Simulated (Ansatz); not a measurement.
## Band edges of KNbO3 (Pm-3m)

```yaml
crystal:
  lattice:
    - [3.98649, 0.00000, 0.00000]
    - [0.00000, 3.98649, 0.00000]
    - [0.00000, 0.00000, 3.98649]
  atoms:
    - { symbol: K, position: [0.00000, 0.00000, 0.00000] }
    - { symbol: Nb, position: [0.50000, 0.50000, 0.50000] }
    - { symbol: O, position: [0.00000, 0.50000, 0.50000] }
    - { symbol: O, position: [0.50000, 0.00000, 0.50000] }
    - { symbol: O, position: [0.50000, 0.50000, 0.00000] }
```

Conventional cell: a = 3.986 Å, b = 3.986 Å, c = 3.986 Å, α = 90.00°, β = 90.00°, γ = 90.00°. K (atom 1) is surrounded by 12 O at 2.82 Å. Nb (atom 2) has 6 O at 1.99 Å as nearest neighbours. Around O (atom 3) lie 2 Nb at 1.99 Å.

Level of theory, where no other is named: PBEsol, all-electron LAPW in Ansatz 0.2.0, scalar-relativistic. k mesh 6×6×6, fixed occupations, basis error target 1 meV/atom. The cell was relaxed by PAW under this functional. This phase needn't be the one found at ambient conditions.

Extrema are searched on a 8×8×8 mesh and refined by Newton steps; masses come from band slopes 0.005 Å⁻¹ away, 1/m* = (1/ħ²) d²E/dk², negative for holes (the finite step makes the lightest masses up to about 3 % heavy). k is in units of the reciprocal vectors.

**Question.** Where are the band edges, and is the gap direct?

**Answer.** The valence maximum lies at R (-0.500, -0.500, -0.500) and the conduction minimum at Gamma (0.000, 0.000, 0.000), so the Kohn-Sham gap of 1.520 eV is indirect; the least direct gap on the mesh is 2.175 eV.

**Question.** Several bands lie at or near the electron edge, or its surface isn't an ellipsoid. What are the masses by direction?

**Answer.** 

| direction | branch from the edge | its level at the point (eV from the edge) | m*/mₑ |
| --- | --- | --- | --- |
| 100 | 1 | 0.000 | 7.97 |
| 100 | 2 | 0.000 | 0.255 |
| 100 | 3 | 0.000 | 0.255 |
| 110 | 1 | 0.000 | 0.572 |
| 110 | 2 | 0.000 | 0.434 |
| 110 | 3 | 0.000 | 0.255 |
| 111 | 1 | 0.000 | 0.437 |
| 111 | 2 | 0.000 | 0.351 |
| 111 | 3 | 0.000 | 0.351 |
| 11-2 | 1 | 0.000 | 0.737 |
| 11-2 | 2 | 0.000 | 0.309 |
| 11-2 | 3 | 0.000 | 0.295 |

**Question.** Several bands lie at or near the hole edge, or its surface isn't an ellipsoid. What are the masses by direction?

**Answer.** 

```
direction  branch from the edge  its level at the point (eV from the edge)   m*/mₑ
      100                     1                                      0.000   -23.6
      100                     2                                      0.000  -0.982
      100                     3                                      0.000  -0.982
      010                     1                                      0.000   -23.6
      010                     2                                      0.000  -0.982
      010                     3                                      0.000  -0.982
      001                     1                                      0.000   -23.6
      001                     2                                      0.000  -0.982
      001                     3                                      0.000  -0.982
      110                     1                                      0.000   -2.99
      110                     2                                      0.000   -1.38
      110                     3                                      0.000  -0.982
      111                     1                                      0.000   -2.31
      111                     2                                      0.000   -1.22
      111                     3                                      0.000   -1.22
     11-2                     1                                      0.000   -3.35
     11-2                     2                                      0.000   -1.16
     11-2                     3                                      0.000   -1.09
```

**Question.** Along the Cartesian direction 100 the conduction slope is 0.004778 eV·Å one step out. What is it four steps out, and what does that say?

**Answer.** 0.0191 eV·Å, 3.996 times the first; a parabola would give 4, so the band is nearly parabolic here.

**Question.** What electronic dielectric constant and refractive index follow from the same bands (independent particles)?

**Answer.** ε∞ = (6.61, 6.61, 6.61), so n ≈ √ε∞ = 2.57 (mean over directions) well under the gap and the normal reflectivity is ((n − 1)/(n + 1))² = 0.194. Local fields, left out here, lower ε∞ by several per cent.

**Question.** What gap does PAW give in the same cell?

**Answer.** 1.526 eV, 6 meV from the LAPW value.

Caveats: no spin-orbit coupling on heavy atoms; semilocal gaps are low, and what follows the gap (onsets, screening, light masses) shifts with it; without spin-orbit coupling, bands that meet at the valence top are not the light and heavy holes of experiment; this form is stable only when hot or under pressure; cold crystals distort or take another structure; the frozen-core PAW files of the compared runs were fitted under PBE, their cores solved anew for this functional.
